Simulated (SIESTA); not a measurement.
BAs under changes of volume

One of the cells (13.626 Å³/atom); the others are scaled copies at fixed shape and fractional positions:

```
As B
1.0
     0.00000    2.38850    2.38850
     2.38850    0.00000    2.38850
     2.38850    2.38850    0.00000
As B
1 1
Cartesian
  3.5827 3.5827 3.5827
  0.0000 0.0000 0.0000
```

- Program: SIESTA 5.4.2
- Functional: AM05
- Potentials or basis: PseudoDojo 0.4 standard (PBEsol files)
- Basis: DZP (energy shift 0.002 Ry)
- Grid cutoff: 500 Ry
- Energy shift: 0.002 Ry
- k mesh: 10 × 10 × 10
- Occupations: fermi-dirac, width 0.05 eV
- Spin: no spin polarisation

```tsv
volume (Å³/atom)	energy over the lowest point (meV/atom)	pressure (GPa)	gap on the mesh (eV)
12.809	43.29	13.2	1.37
13.081	24.15	9.4	1.38
13.354	10.91	6.2	1.40
13.626	?	?	?
13.899	0.00	0.5	1.43
14.171	1.15	-1.8	1.45
14.444	6.11	-4.0	1.46
```

Question: What does the run at 13.626 Å³/atom give?

Answer: Energy over the lowest point 2.99 meV/atom; pressure 3.1 GPa; gap on the mesh 1.42 eV.

Worked out: A Birch-Murnaghan fit of order 3 (a polynomial in V^(-2/3)) to the other rows has its minimum at 13.96 Å³/atom with B0 = V·E''(V) = 125 GPa and B' = 4.9. It gives 3.09 meV/atom at 13.626 Å³/atom, against the run's 2.99, and -dE/dV = 3.2 GPa, against 3.1. A straight line through the other rows of the gap, of slope 0.785 eV per unit of ln V, gives 1.42 eV, against the run's 1.42.

Energies are extrapolated to zero smearing.

Caveats: semicore shells carry a single zeta, which can move pressures by several GPa and volumes by a few percent; the potentials were made for another functional, which shifts forces and pressure; the basis of atomic orbitals isn't converged, which shifts pressures, moduli and gaps.

A mesh can miss the band edges. Spin-orbit coupling on As is left out.
